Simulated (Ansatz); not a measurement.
CuGaSe₂, ordered on the rocksalt lattice with 4 atoms a cell, 4 atoms and 64 valence electrons in a cell of about 73 Å³, was run 5 times in the PAW code Ansatz, each time on 2 threads of Arm Neoverse N1, with other jobs on the host. The times are single readings and vary with the host's load.

```tsv
run	k mesh	irreducible k	cutoff (eV)	plane waves	bands	SCF iterations	wall time	peak host memory (GiB)
relaxation, PBE	6×6×4	30	420	1465	39	35	22 s	0.45
relaxation, r2SCAN	6×6×4	30	500	1875	39	30	49 s	0.62
bands, PBE	8×8×6	60	420	1449	37	8	16 s	0.48
single point, r2SCAN	8×8×6	60	500	1875	37	10	30 s	0.65
single point, HSE06	6×6×4	30	420	1449	37	31	3 min	1.7
```

The slowest run (single point, HSE06) took about 11 times as long as the quickest (bands, PBE).
